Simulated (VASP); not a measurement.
# NiO (Fm-3m) in VASP: notebook, part 2 of 2

VASP 6.6.1.

## (3) Relaxation of cell and atoms, RPBE+D3(BJ), collinear spin, ferromagnetic start

INCAR

```
SYSTEM = NiO
PREC = Accurate ; ENCUT = 600
EDIFF = 1E-6 ; ISMEAR = -1
SIGMA = 0.05 ; LREAL = .False.
LASPH = .True. ; NELM = 120
ALGO = Fast ; ISIF = 3
LWAVE = .False. ; LCHARG = .False.
ISPIN = 2 ; MAGMOM = 1 0
LORBIT = 11 ; LMAXMIX = 4
GGA = RP ; IVDW = 12
IBRION = 2 ; NSW = 40
EDIFFG = -0.02
```

KPOINTS

```
Automatic mesh
0
Gamma
  11 11 11
  0 0 0
```

POSCAR

```
NiO
1.0
    0.0000000000      2.0859016414      2.0859016414
    2.0859016414      0.0000000000      2.0859016414
    2.0859016414      2.0859016414      0.0000000000
Ni O
1 1
Direct
    0.0000000000      0.0000000000      0.0000000000
    0.5000000000      0.5000000000      0.5000000000
```

Potentials or basis: VASP PAW PBE potentials, release 64 (Ni, O).

Command:

```console
$ cat potpaw_PBE.64/Ni/POTCAR potpaw_PBE.64/O/POTCAR > POTCAR
$ mpirun -np 1 vasp_std > vasp.out
```

OUTCAR:

```text
SYSTEM = NiO
   PREC = Accurate
   ENCUT = 600
   EDIFF = 1E-6
   ISMEAR = -1
   LREAL = .False.
   LASPH = .True.
   NELM = 120
   ISIF = 3
   ISPIN = 2
   LORBIT = 11
   GGA = RP
   IVDW = 12
   IBRION = 2
   NSW = 40
   EDIFFG = -0.02
 IVDW          = 12

 ion  position               nearest neighbor table
   1  0.000  0.000  0.000-   2 2.09   2 2.09   2 2.09   2 2.09   2 2.09   2 2.09
   2  0.500  0.500  0.500-   1 2.09   1 2.09   1 2.09   1 2.09   1 2.09   1 2.09

  LATTYP: Found a face centered cubic cell.
 ALAT       =     4.1718032828

  Lattice vectors:

 A1 = (   0.0000000000,   2.0859016414,   2.0859016414)
 A2 = (   2.0859016414,   0.0000000000,   2.0859016414)
 A3 = (   2.0859016414,   2.0859016414,   0.0000000000)

Analysis of symmetry for initial positions (statically):
=====================================================================
 Subroutine PRICEL returns:
 Original cell was already a primitive cell.

 Routine SETGRP: Setting up the symmetry group for a
 face centered cubic supercell.

 Subroutine GETGRP returns: Found 48 space group operations
 (whereof 48 operations were pure point group operations)
 out of a pool of 48 trial point group operations.

The static configuration has the point symmetry O_h .

Analysis of symmetry for dynamics (positions and initial velocities):
=====================================================================
 Subroutine PRICEL returns:
 Original cell was already a primitive cell.

 Routine SETGRP: Setting up the symmetry group for a
 face centered cubic supercell.

 Subroutine GETGRP returns: Found 48 space group operations
 (whereof 48 operations were pure point group operations)
 out of a pool of 48 trial point group operations.

The dynamic configuration has the point symmetry O_h .

Analysis of structural, dynamic, and magnetic symmetry:
=====================================================================
 Subroutine PRICEL returns:
 Original cell was already a primitive cell.

 Routine SETGRP: Setting up the symmetry group for a
 face centered cubic supercell.

 Subroutine GETGRP returns: Found 48 space group operations
 (whereof 48 operations were pure point group operations)
 out of a pool of 48 trial point group operations.

[... 142 lines left out ...]

 Free energy of the ion-electron system (eV)
  ---------------------------------------------------
  ext. energy  EPLUGINS =         0.00000000
  ---------------------------------------------------
  free energy    TOTEN  =       -10.58169838 eV

  energy without entropy =      -10.57316103  energy(sigma->0) =      -10.57742970

------------------------ aborting loop because EDIFF is reached ----------------------------------------

 Edisp (eV)   -2.27051

 E8    (eV) :    -1.3338
[... 71 lines left out ...]
--------------------------------------- Ionic step        3  -------------------------------------------

 number of electron      15.9999996 magnetization       1.7753672

 Free energy of the ion-electron system (eV)
  ---------------------------------------------------
  ext. energy  EPLUGINS =         0.00000000
  ---------------------------------------------------
  free energy    TOTEN  =       -10.56780428 eV

  energy without entropy =      -10.55866380  energy(sigma->0) =      -10.56323404

 E-fermi :   8.2541     XC(G=0): -12.5709

 val. band max:        8.2382095992   @ k =   0.4545   0.0909   0.0000
 cond. band min:       8.2560243341   @ k =   0.0909   0.0909   0.0000
 fundamental gap:      0.0178147349
 Fermi energy:         8.2541063102

 spin component 1

 k-point     1 :       0.0000    0.0000    0.0000
  band No.  band energies     occupation
      1     -12.3084      1.00000
      2       5.0217      1.00000
      3       5.0218      1.00000
      4       5.2129      1.00000
      5       5.2129      1.00000
      6       5.2129      1.00000
      7       5.5168      1.00000
      8       5.5169      1.00000
      9       5.5169      1.00000
     10       9.8897      0.00000
     11      26.1998      0.00000
     12      27.2985      0.00000
     13      27.2985      0.00000
[... 356 lines left out ...]
      2       1.5569      1.00000
      3       2.6558      1.00000
      4       3.3516      1.00000
      5       5.6312      1.00000
      6       5.8507      1.00000
      7       6.5723      1.00000
      8       6.6022      1.00000
      9       8.1099      0.94709
     10      13.6154      0.00000
     11      20.5480      0.00000
     12      21.6065      0.00000
     13      24.8234      0.00000

 [... further k-points ...]

 spin component 2

 k-point     1 :       0.0000    0.0000    0.0000
  band No.  band energies     occupation
      1     -11.8656      1.00000
      2       5.7355      1.00000
      3       5.7355      1.00000
      4       5.7355      1.00000
      5       6.3382      1.00000
      6       6.3382      1.00000
      7       6.3385      1.00000
      8       7.7014      0.99998
      9       7.7019      0.99998
     10      10.2366      0.00000
     11      26.1011      0.00000
     12      27.4906      0.00000
     13      27.4907      0.00000
[... 401 lines left out ...]
  FREE ENERGIE OF THE ION-ELECTRON SYSTEM (eV)
  ---------------------------------------------------
  free  energy   TOTEN  =       -12.8537700600 eV

  energy  without entropy=      -12.8446295765  energy(sigma->0) =      -12.84919982

 reached required accuracy - stopping structural energy minimisation

 total charge

# of ion       s       p       d       tot
------------------------------------------
    1        0.333   0.412   8.244   8.989
    2        1.558   3.446   0.000   5.004
--------------------------------------------------
tot          1.891   3.859   8.244  13.993

 magnetization (x)

# of ion       s       p       d       tot
------------------------------------------
    1        0.011   0.014   1.438   1.463
    2        0.028   0.242   0.000   0.270
--------------------------------------------------
tot          0.039   0.256   1.438   1.733
```

CONTCAR:

```text
NiO
   1.00000000000000
     0.0000000000000000    2.0796249322691192    2.0796249322691192
     2.0796249322691192   -0.0000000000000000    2.0796249322691192
     2.0796249322691192    2.0796249322691192    0.0000000000000000
  Ni              O
     1     1
Direct
     0.0000000000000000    0.0000000000000000    0.0000000000000000
     0.5000000000000000    0.5000000000000000    0.5000000000000000

  0.00000000E+00  0.00000000E+00  0.00000000E+00
  0.00000000E+00  0.00000000E+00  0.00000000E+00
```

Wall time 57 s (1 thread of Intel Xeon Platinum 8375C at 2.90GHz (Ice Lake), shared host); peak memory 0.17 GiB.

What came out:

```
Free energy                                           : -12.8538 eV
Relaxed volume                                        : 8.99 Å³/atom
Relaxed cell                                          : a = 2.941 Å, b = 2.941 Å, c = 2.941 Å, α = 60.00°, β = 60.00°, γ = 60.00°
Space group after relaxing (to 0.05 Å)                : Fm-3m (No. 225)
Energy gained by relaxing                             : 0.8 meV/atom
Ionic steps                                           : 3
Pressure after relaxing                               : 0.0 GPa
Band gap on the k mesh                                : none (metal or under the smearing width)
Net moment                                            : 1.78 μB per cell
Site moments                                          : Ni +1.46; O +0.27 μB
Valence electrons inside the program's atomic spheres : Ni 8.99; O 5.00
Dispersion energy per atom                            : -1.143 eV
```

Step by step:
```
step  energy change (eV)  largest force (eV/Å)  pressure (GPa)  volume (Å³)
   1              0.0000                0.0000           -3.16        18.15
   2              0.0036                0.0000            5.48        17.68
   3             -0.0016                0.0000           -0.05        17.99
```

Final structure:
```cif
data_structure
_symmetry_space_group_name_H-M 'P 1'
_symmetry_Int_Tables_number 1
_cell_length_a 2.9410
_cell_length_b 2.9410
_cell_length_c 2.9410
_cell_angle_alpha 60.000
_cell_angle_beta 60.000
_cell_angle_gamma 60.000
_cell_volume 17.99
loop_
_atom_site_label
_atom_site_type_symbol
_atom_site_fract_x
_atom_site_fract_y
_atom_site_fract_z
_atom_site_occupancy
Ni1 Ni 0.00000 0.00000 0.00000 1
O1 O 0.50000 0.50000 0.50000 1
```

Levels at points of the mesh, in eV from the Fermi level:
Spin up:
| k point | band 7 | band 8 | band 9 | band 10 | band 11 | band 12 |
| --- | --- | --- | --- | --- | --- | --- |
| (0.00, 0.00, 0.00) | -2.74 | -2.74 | -2.74 | 1.64 | 17.95 | 19.04 |
Spin down:
| k point | band 3 | band 4 | band 5 | band 6 | band 7 | band 8 | band 9 | band 10 | band 11 | band 12 |
| --- | --- | --- | --- | --- | --- | --- | --- | --- | --- | --- |
| (0.00, 0.00, 0.00) | -2.52 | -2.52 | -1.92 | -1.92 | -1.92 | -0.55 | -0.55 | 1.98 | 17.85 | 19.24 |

Caveat: the PAW data sets were made with another functional, which shifts forces and pressure a little; a cell with one magnetic atom can't hold antiferromagnetic order, which such compounds often take; semilocal functionals often make such compounds metallic where correlation or magnetic order opens a gap, which also shifts bond lengths; pairwise dispersion overbinds metals, which lowers pressure and volume.

## (4) The reference run

An earlier run on the cell as given: functional PBEsol; potentials or basis VASP PAW PBE potentials, release 64 (Ni, O); cutoff 520 eV; k mesh 11 × 11 × 11; occupations fermi-dirac, width 0.05 eV; collinear spin, ferromagnetic start; starting moments [1.0, 0.0] μB.

- Pressure: -7.6 GPa
- Band gap on the k mesh: none (metal or under the smearing width)
- Net moment: 1.34 μB per cell
- Site moments: Ni +1.12; O +0.19 μB
- Valence electrons inside the program's atomic spheres: Ni 9.04; O 4.93

## (5) The runs side by side

```tsv
task	level	cell	cutoff (eV)	ladder	gap on the mesh (eV)	pressure (GPa)	moment (μB)	relaxed volume (Å³/atom)
relaxation of cell and atoms	RPBE+D3	relaxed	600	-	none	0.1	1.88	9.51
relaxation of cell and atoms	RPBE+D3(BJ)	relaxed	600	-	none	0.0	1.78	8.99
single point	PBEsol	as given	520	free	none	-7.6	1.34	-
```

Alike in all rows: potentials or basis VASP PAW PBE potentials, release 64 (Ni, O); spin collinear, ferromagnetic start; k mesh 11 × 11 × 11; smearing fermi-dirac 0.05 eV.

Caveats: the PAW data sets were made with another functional, which shifts forces and pressure a little; a cell with one magnetic atom can't hold antiferromagnetic order, which such compounds often take; semilocal functionals often make such compounds metallic where correlation or magnetic order opens a gap, which also shifts bond lengths; pairwise dispersion overbinds metals, which lowers pressure and volume (some runs).

Absolute energies hang on the potentials; compare differences alone.
